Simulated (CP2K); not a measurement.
# Sn (Fd-3m) in CP2K: a series of runs, part 2 of 2

CP2K 2026.2. Earlier steps stand in the parts before.

## Step 4: Band structure, PBEsol

The input, sn_bands.inp:

```
&GLOBAL
  PROJECT sn_bands
  RUN_TYPE ENERGY_FORCE
  PRINT_LEVEL LOW
&END GLOBAL
&FORCE_EVAL
  METHOD QS
  STRESS_TENSOR ANALYTICAL
  &DFT
    BASIS_SET_FILE_NAME BASIS_MOLOPT_UZH
    POTENTIAL_FILE_NAME POTENTIAL_UZH
    &MGRID
      CUTOFF 675
      REL_CUTOFF 60
      NGRIDS 5
    &END MGRID
    &QS
      METHOD GPW
      EPS_DEFAULT 1.0E-9
    &END QS
    &KPOINTS
      SCHEME MONKHORST-PACK 7 7 7
      GAMMA_CENTERED T
      SYMMETRY T
      SYMMETRY_BACKEND SPGLIB
    &END KPOINTS
    &SCF
      SCF_GUESS ATOMIC
      EPS_SCF 1.0E-6
      MAX_SCF 100
      ADDED_MOS 10
      CHOLESKY OFF
      EPS_EIGVAL 1.0E-7
      &DIAGONALIZATION ON
        ALGORITHM STANDARD
      &END DIAGONALIZATION
      &MIXING ON
        METHOD BROYDEN_MIXING
        ALPHA 0.4
        BETA 1.5
        NBUFFER 8
      &END MIXING
      &SMEAR ON
        METHOD FERMI_DIRAC
        ELECTRONIC_TEMPERATURE 580.23
      &END SMEAR
    &END SCF
    &XC
      &XC_FUNCTIONAL
        &GGA_X_PBE_SOL
        &END GGA_X_PBE_SOL
        &GGA_C_PBE_SOL
        &END GGA_C_PBE_SOL
      &END XC_FUNCTIONAL
    &END XC
    &PRINT
      &KPOINTS ON
      &END KPOINTS
      &MULLIKEN ON
      &END MULLIKEN
      &MO ON
        ENERGIES T
        OCCUPATION_NUMBERS T
        &EACH
          QS_SCF 0
        &END EACH
        ADD_LAST NUMERIC
      &END MO
      &LOWDIN ON
      &END LOWDIN
      &HIRSHFELD ON
        SHAPE_FUNCTION DENSITY
      &END HIRSHFELD
      &BAND_STRUCTURE
        FILE_NAME bands.bs
        ADDED_MOS 2
        &KPOINT_SET
          UNITS B_VECTOR
          NPOINTS 10
          SPECIAL_POINT GAMMA 0.00000000 0.00000000 0.00000000
          SPECIAL_POINT X 0.50000000 0.00000000 0.50000000
          SPECIAL_POINT W 0.50000000 0.25000000 0.75000000
          SPECIAL_POINT K 0.37500000 0.37500000 0.75000000
          SPECIAL_POINT GAMMA 0.00000000 0.00000000 0.00000000
          SPECIAL_POINT L 0.50000000 0.50000000 0.50000000
          SPECIAL_POINT U 0.62500000 0.25000000 0.62500000
          SPECIAL_POINT W 0.50000000 0.25000000 0.75000000
          SPECIAL_POINT L 0.50000000 0.50000000 0.50000000
          SPECIAL_POINT K 0.37500000 0.37500000 0.75000000
        &END KPOINT_SET
        &KPOINT_SET
          UNITS B_VECTOR
          NPOINTS 10
          SPECIAL_POINT U 0.62500000 0.25000000 0.62500000
          SPECIAL_POINT X 0.50000000 0.00000000 0.50000000
        &END KPOINT_SET
      &END BAND_STRUCTURE
    &END PRINT
  &END DFT
  &SUBSYS
    &CELL
      A 4.5726372396 0.0000000000 0.0000000000
      B 2.2863186198 3.9600200118 0.0000000000
      C 2.2863186198 1.3200066706 3.7335426719
      PERIODIC XYZ
    &END CELL
    &COORD
      SCALED
      Sn  0.7500000000 0.7500000000 0.7500000000
      Sn  0.5000000000 0.5000000000 0.5000000000
    &END COORD
    &KIND Sn
      BASIS_SET TZVP-MOLOPT-PBE-GTH-q4
      POTENTIAL GTH-PBE-q4
    &END KIND
    &PRINT
      &ATOMIC_COORDINATES ON
      &END ATOMIC_COORDINATES
      &CELL ON
      &END CELL
      &SYMMETRY ON
      &END SYMMETRY
    &END PRINT
  &END SUBSYS
  &PRINT
    &FORCES ON
    &END FORCES
    &STRESS_TENSOR ON
    &END STRESS_TENSOR
  &END PRINT
&END FORCE_EVAL
```

Potentials or basis: POTENTIAL_UZH Sn GTH-PBE-q4; TZVP-MOLOPT-PBE-GTH basis.

Launch:

```bash
$ OMP_NUM_THREADS=1 cp2k.psmp -i sn_bands.inp -o sn_bands.out
```

sn_bands.out:

```text

 CP2K| version string:                                       CP2K version 2026.2
 CP2K| Input file name                                              sn_bands.inp

 GLOBAL| Force Environment number                                              1
 GLOBAL| Basis set file name                                    BASIS_MOLOPT_UZH
 GLOBAL| Potential file name                                       POTENTIAL_UZH
 GLOBAL| MM Potential file name                                     MM_POTENTIAL
 GLOBAL| Coordinate file name                                      __STD_INPUT__
 GLOBAL| Method name                                                        CP2K
 GLOBAL| Project name                                                   sn_bands
 GLOBAL| Run type                                                   ENERGY_FORCE
 GLOBAL| FFT library                                                       FFTW3
[... 6 lines left out ...]
 GLOBAL| Total number of message passing processes                             1
 GLOBAL| Number of threads for this process                                    1
 GLOBAL| CPU model name                                 Intel(R) Xeon(R) 6975P-C

 CELL| Volume [angstrom^3]:                                            67.606001
 CELL| Vector a [angstrom]:       4.573     0.000     0.000   |a| =     4.572637
 CELL| Vector b [angstrom]:       2.286     3.960     0.000   |b| =     4.572637
 CELL| Vector c [angstrom]:       2.286     1.320     3.734   |c| =     4.572637
 CELL| Angle (b,c), alpha [degree]:                                    60.000000
 CELL| Angle (a,c), beta  [degree]:                                    60.000000
 CELL| Angle (a,b), gamma [degree]:                                    60.000000
 CELL| Numerically orthorhombic:                                              NO
 CELL| Periodicity                                                           XYZ

 CELL_REF| Volume [angstrom^3]:                                        67.606001
 CELL_REF| Vector a [angstrom     4.573     0.000     0.000   |a| =     4.572637
 CELL_REF| Vector b [angstrom     2.286     3.960     0.000   |b| =     4.572637
 CELL_REF| Vector c [angstrom     2.286     1.320     3.734   |c| =     4.572637
 CELL_REF| Angle (b,c), alpha [degree]:                                60.000000
 CELL_REF| Angle (a,c), beta  [degree]:                                60.000000
 CELL_REF| Angle (a,b), gamma [degree]:                                60.000000
 CELL_REF| Numerically orthorhombic:                                          NO
 CELL_REF| Periodicity                                                       XYZ
[... 9 lines left out ...]
 TOTAL NUMBERS AND MAXIMUM NUMBERS

[... 423 lines left out ...]
 # Total charge                              8.000000                  0.000000

 !-----------------------------------------------------------------------------!

 !-----------------------------------------------------------------------------!
                           Hirshfeld Charges

  #Atom  Element  Kind  Ref Charge     Population                    Net charge
      1       Sn     1       4.000          4.000                        -0.000
      2       Sn     1       4.000          4.000                        -0.000

  Total Charge                                                           -0.000
 !-----------------------------------------------------------------------------!

 LOWDIN POPULATION ANALYSIS

 #  Atom  Element  Kind  Atomic population                           Net charge
       1     Sn       1          4.000000                              0.000000
       2     Sn       1          4.000000                              0.000000
 # Total charge                              8.000000                  0.000000

 KPOINTS| Band Structure Calculation
 KPOINTS| Number of k-point sets                                               2
 KPOINTS| Number of added MOs/bands                                            2
 KPOINTS| Number of k-points in set    1                                      91
 KPOINTS| In units of b-vector [2pi/Bohr]
 KPOINTS| Special point     1       GAMMA     0.000000     0.000000     0.000000
 KPOINTS| Special point     2           X     0.500000     0.000000     0.500000
 KPOINTS| Special point     3           W     0.500000     0.250000     0.750000
 KPOINTS| Special point     4           K     0.375000     0.375000     0.750000
 KPOINTS| Special point     5       GAMMA     0.000000     0.000000     0.000000
 KPOINTS| Special point     6           L     0.500000     0.500000     0.500000
 KPOINTS| Special point     7           U     0.625000     0.250000     0.625000
 KPOINTS| Special point     8           W     0.500000     0.250000     0.750000
 KPOINTS| Special point     9           L     0.500000     0.500000     0.500000
 KPOINTS| Special point    10           K     0.375000     0.375000     0.750000
 KPOINTS| Number of k-points in set    2                                      11
 KPOINTS| In units of b-vector [2pi/Bohr]
 KPOINTS| Special point     1           U     0.625000     0.250000     0.625000
 KPOINTS| Special point     2           X     0.500000     0.000000     0.500000

 ENERGY| Total FORCE_EVAL ( QS ) energy [hartree]             -6.964117294023161

 FORCES| Atomic forces [hartree/bohr]
 FORCES|   Atom     x               y               z               |f|
 FORCES|      1  3.67187726E-09  1.49755570E-08  1.13993261E-08   1.91753651E-08
 FORCES|      2 -3.67185296E-09 -1.49755528E-08 -1.13993180E-08   1.91753523E-08
 FORCES| Sum     2.43017977E-14  4.21895486E-15  8.15320204E-15
 FORCES| Total atomic force                                       2.59779071E-14

 STRESS| Analytical stress tensor [bar]
 STRESS|                        x                   y                   z
 STRESS|      x        3.80190049975E+04  -2.06648090497E-02  -1.70034961793E-02
 STRESS|      y       -2.06648090497E-02   3.80182705652E+04   7.82183885029E-03
 STRESS|      z       -1.70034961793E-02   7.82183885029E-03   3.80182453743E+04
 STRESS| 1/3 Trace                                             3.80185069790E+04
 STRESS| Determinant                                           5.49522112781E+13

 STRESS| Eigenvectors and eigenvalues of the analytical stress tensor [bar]
 STRESS|                        1                   2                   3
 STRESS| Eigenvalues   3.80182429893E+04   3.80182719794E+04   3.80190059682E+04
 STRESS|      x           0.014398728662      0.033272173007      0.999342603473
 STRESS|      y          -0.262853007216      0.964420109863     -0.028322222549
 STRESS|      z           0.964728445320      0.262272404565     -0.022632114209
```

It took 15 s on 1 thread of Intel Xeon 6975P-C (Granite Rapids), shared host; peak memory 0.45 GiB.

What came out:

- Free energy: -189.5033 eV
- Pressure: 3.8 GPa
- Band gap on the k mesh: none (metal or under the smearing width)

Levels at the corners of the path, in eV from the Fermi level:
```tsv
point	band 2	band 3	band 4	band 5	band 6	band 7
Γ	-0.39	0.11	0.11	0.11	2.22	2.22
X	-7.50	-2.48	-2.48	0.77	0.77	8.10
W	-7.44	-3.12	-3.12	3.68	3.68	4.29
K	-7.02	-3.46	-2.11	1.09	3.59	6.29
Γ	-0.39	0.11	0.11	0.11	2.22	2.22
L	-6.33	-1.10	-1.10	0.03	3.37	3.37
U	-7.02	-3.46	-2.11	1.09	3.59	6.29
W	-7.44	-3.12	-3.12	3.68	3.68	4.29
L	-6.33	-1.10	-1.10	0.03	3.37	3.37
K	-7.02	-3.46	-2.11	1.09	3.59	6.29
U	-7.02	-3.46	-2.11	1.09	3.59	6.29
X	-7.50	-2.48	-2.48	0.77	0.77	8.10
```

Caveat: the potentials were made for another functional, which shifts forces and pressure; spin-orbit coupling is left out, which moves the levels of the heavy elements; the basis of atomic orbitals isn't converged, which shifts pressures, moduli and gaps.

## Step 5: Band structure, rev-vdW-DF2

sn_bands.inp, as its differences from that of step 4:

```diff
@@ -49,7 +49,15 @@
       &XC_FUNCTIONAL
-        &GGA_X_PBE_SOL
-        &END GGA_X_PBE_SOL
-        &GGA_C_PBE_SOL
-        &END GGA_C_PBE_SOL
+        &GGA_X_B86_R
+        &END GGA_X_B86_R
+        &LDA_C_PW
+        &END LDA_C_PW
       &END XC_FUNCTIONAL
+      &VDW_POTENTIAL
+        POTENTIAL_TYPE NON_LOCAL
+        &NON_LOCAL
+          TYPE LMKLL
+          KERNEL_FILE_NAME vdW_kernel_table.dat
+          CUTOFF 300
+        &END NON_LOCAL
+      &END VDW_POTENTIAL
     &END XC
```

Potentials or basis: POTENTIAL_UZH Sn GTH-PBE-q4; TZVP-MOLOPT-PBE-GTH basis.

Launch:

```bash
$ OMP_NUM_THREADS=1 cp2k.psmp -i sn_bands.inp -o sn_bands.out
```

sn_bands.out:

```text

 CP2K| version string:                                       CP2K version 2026.2
 CP2K| Input file name                                              sn_bands.inp

 GLOBAL| Force Environment number                                              1
 GLOBAL| Basis set file name                                    BASIS_MOLOPT_UZH
 GLOBAL| Potential file name                                       POTENTIAL_UZH
 GLOBAL| MM Potential file name                                     MM_POTENTIAL
 GLOBAL| Coordinate file name                                      __STD_INPUT__
 GLOBAL| Method name                                                        CP2K
 GLOBAL| Project name                                                   sn_bands
 GLOBAL| Run type                                                   ENERGY_FORCE
 GLOBAL| FFT library                                                       FFTW3
[... 6 lines left out ...]
 GLOBAL| Total number of message passing processes                             1
 GLOBAL| Number of threads for this process                                    1
 GLOBAL| CPU model name                                 Intel(R) Xeon(R) 6975P-C

[... 490 lines left out ...]
 KPOINTS| Number of k-points in set    2                                      11
 KPOINTS| In units of b-vector [2pi/Bohr]
 KPOINTS| Special point     1           U     0.625000     0.250000     0.625000
 KPOINTS| Special point     2           X     0.500000     0.000000     0.500000

 ENERGY| Total FORCE_EVAL ( QS ) energy [hartree]             -6.998194111592079

 FORCES| Atomic forces [hartree/bohr]
 FORCES|   Atom     x               y               z               |f|
 FORCES|      1  8.73297456E-10  1.21353644E-08  9.91957603E-09   1.56980160E-08
 FORCES|      2 -8.73282307E-10 -1.21353681E-08 -9.91957571E-09   1.56980178E-08
 FORCES| Sum     1.51492767E-14 -3.68155207E-15  3.18532032E-16
 FORCES| Total atomic force                                       1.55934561E-14

 STRESS| Analytical stress tensor [bar]
 STRESS|                        x                   y                   z
 STRESS|      x        4.10918251142E+04  -4.88574059131E-03  -5.53742660013E-03
 STRESS|      y       -4.88574059131E-03   4.10911243667E+04   1.33010445260E-02
 STRESS|      z       -5.53742660013E-03   1.33010445260E-02   4.10910952811E+04
 STRESS| 1/3 Trace                                             4.10913482540E+04
 STRESS| Determinant                                           6.93826963741E+13

 STRESS| Eigenvectors and eigenvalues of the analytical stress tensor [bar]
 STRESS|                        1                   2                   3
 STRESS| Eigenvalues   4.10910901001E+04   4.10911294702E+04   4.10918251917E+04
 STRESS|      x           0.004623337484      0.009424199180      0.999944903092
 STRESS|      y          -0.361281713512      0.932429549698     -0.007117466660
 STRESS|      z           0.932445252137      0.361228901557     -0.007715727316
```

bands.bs:

```text
# Set 1: 10 special points, 91 k-points, 16 bands
#  Special point 1          0.00000000     0.00000000     0.00000000  GAMMA
#  Special point 2          0.50000000     0.00000000     0.50000000  X
#  Special point 3          0.50000000     0.25000000     0.75000000  W
#  Special point 4          0.37500000     0.37500000     0.75000000  K
#  Special point 5          0.00000000     0.00000000     0.00000000  GAMMA
#  Special point 6          0.50000000     0.50000000     0.50000000  L
#  Special point 7          0.62500000     0.25000000     0.62500000  U
#  Special point 8          0.50000000     0.25000000     0.75000000  W
#  Special point 9          0.50000000     0.50000000     0.50000000  L
#  Special point 10         0.37500000     0.37500000     0.75000000  K
#  Point 1      Spin 1:     0.00000000     0.00000000     0.00000000       0.01098901
#   Band    Energy [eV]     Occupation
       1    -7.24757254     2.00000000
       2     2.91114903     2.00000000
       3     3.45016068     2.00000000
       4     3.45016192     2.00000000
       5     3.45016213     0.00000000
       6     5.61694577     0.00000000
[... 8 lines left out ...]
      15    25.79557850     0.00000000
[... 1390 lines left out ...]
       2    -2.95397585     2.00000000
       3     1.57939631     2.00000000
       4     2.13668327     2.00000000
       5     4.10972532     0.00000000
       6     6.67612731     0.00000000
[... 8 lines left out ...]
      15    21.80231083     0.00000000
      16    23.07233165     0.00000000
#  Point 80     Spin 1:     0.50000000     0.475000
```

It took 19 s on 1 thread of Intel Xeon 6975P-C (Granite Rapids), shared host; peak memory 0.55 GiB.

What came out:

```yaml
Free_energy: -190.4305 eV
Pressure: 4.1 GPa
Band_gap_on_the_k_mesh: none (metal or under the smearing width)
```

Levels at the corners of the path, in eV from the Fermi level:
| point | band 1 | band 2 | band 3 | band 4 | band 5 | band 6 | band 7 | band 8 | band 9 |
| --- | --- | --- | --- | --- | --- | --- | --- | --- | --- |
| Γ | -10.63 | -0.47 | 0.07 | 0.07 | 0.07 | 2.24 | 2.24 | 2.24 | 5.87 |
| X | -7.53 | -7.53 | -2.47 | -2.47 | 0.84 | 0.84 | 8.03 | 8.03 | 10.27 |
| W | -7.47 | -7.47 | -3.09 | -3.09 | 3.67 | 3.67 | 4.33 | 4.33 | 9.53 |
| K | -7.94 | -7.05 | -3.42 | -2.11 | 1.15 | 3.61 | 6.25 | 6.38 | 7.18 |
| Γ | -10.63 | -0.47 | 0.07 | 0.07 | 0.07 | 2.24 | 2.24 | 2.24 | 5.87 |
| L | -9.00 | -6.33 | -1.12 | -1.12 | 0.04 | 3.41 | 3.41 | 8.02 | 9.27 |
| U | -7.94 | -7.05 | -3.42 | -2.11 | 1.15 | 3.61 | 6.25 | 6.38 | 7.18 |
| W | -7.47 | -7.47 | -3.09 | -3.09 | 3.67 | 3.67 | 4.33 | 4.33 | 9.53 |
| L | -9.00 | -6.33 | -1.12 | -1.12 | 0.04 | 3.41 | 3.41 | 8.02 | 9.27 |
| K | -7.94 | -7.05 | -3.42 | -2.11 | 1.15 | 3.61 | 6.25 | 6.38 | 7.18 |
| U | -7.94 | -7.05 | -3.42 | -2.11 | 1.15 | 3.61 | 6.25 | 6.38 | 7.18 |
| X | -7.53 | -7.53 | -2.47 | -2.47 | 0.84 | 0.84 | 8.03 | 8.03 | 10.27 |

Caveat: the potentials were made for another functional, which shifts forces and pressure; spin-orbit coupling is left out, which moves the levels of the heavy elements; the basis of atomic orbitals isn't converged, which shifts pressures, moduli and gaps.

## Step 6: Band structure, BLYP

sn_bands.inp, as its differences from that of step 5:

```diff
@@ -49,15 +49,7 @@
       &XC_FUNCTIONAL
-        &GGA_X_B86_R
-        &END GGA_X_B86_R
-        &LDA_C_PW
-        &END LDA_C_PW
+        &GGA_X_B88
+        &END GGA_X_B88
+        &GGA_C_LYP
+        &END GGA_C_LYP
       &END XC_FUNCTIONAL
-      &VDW_POTENTIAL
-        POTENTIAL_TYPE NON_LOCAL
-        &NON_LOCAL
-          TYPE LMKLL
-          KERNEL_FILE_NAME vdW_kernel_table.dat
-          CUTOFF 300
-        &END NON_LOCAL
-      &END VDW_POTENTIAL
     &END XC
```

Potentials or basis: POTENTIAL_UZH Sn GTH-PBE-q4; TZVP-MOLOPT-PBE-GTH basis.

Launch:

```bash
$ OMP_NUM_THREADS=1 cp2k.psmp -i sn_bands.inp -o sn_bands.out
```

Wall time 14 s (1 thread of Intel Xeon 6975P-C (Granite Rapids), shared host); peak memory 0.45 GiB.

It converged, with:

| Item | Value |
| --- | --- |
| Free energy | -187.7950 eV |
| Pressure | 5.5 GPa |
| Band gap on the k mesh | none (metal or under the smearing width) |

Levels at the corners of the path, in eV from the Fermi level:
```csv
point,band 2,band 3,band 4,band 5,band 6,band 7
Γ,-0.52,0.00,0.00,0.00,2.26,2.26
X,-7.57,-2.49,-2.49,1.00,1.00,7.99
W,-7.52,-3.05,-3.05,3.68,3.68,4.45
K,-7.09,-3.38,-2.14,1.28,3.67,6.26
Γ,-0.52,0.00,0.00,0.00,2.26,2.26
L,-6.33,-1.17,-1.17,0.10,3.45,3.45
U,-7.09,-3.38,-2.14,1.28,3.67,6.26
W,-7.52,-3.05,-3.05,3.68,3.68,4.45
L,-6.33,-1.17,-1.17,0.10,3.45,3.45
K,-7.09,-3.38,-2.14,1.28,3.67,6.26
U,-7.09,-3.38,-2.14,1.28,3.67,6.26
X,-7.57,-2.49,-2.49,1.00,1.00,7.99
```

Caveat: the potentials were made for another functional, which shifts forces and pressure; spin-orbit coupling is left out, which moves the levels of the heavy elements; the basis of atomic orbitals isn't converged, which shifts pressures, moduli and gaps.

## Step 7: The runs side by side

```csv
level,cutoff of the non-local correlation (Ry),gap on the mesh (eV),pressure (GPa)
PBE,-,none,4.2
LDA,-,none,3.9
PBEsol,-,none,3.8
rev-vdW-DF2,300,none,4.1
BLYP,-,none,5.5
```

Alike in all rows: task band structure; potentials or basis POTENTIAL_UZH Sn GTH-PBE-q4; TZVP-MOLOPT-PBE-GTH basis; no spin polarisation; cell as given; k mesh 7 × 7 × 7; smearing fermi-dirac 0.05 eV.

Caveats: spin-orbit coupling is left out, which moves the levels of the heavy elements; the basis of atomic orbitals isn't converged, which shifts pressures, moduli and gaps; the potentials were made for another functional, which shifts forces and pressure (some runs).

Absolute energies hang on the potentials; compare differences alone.
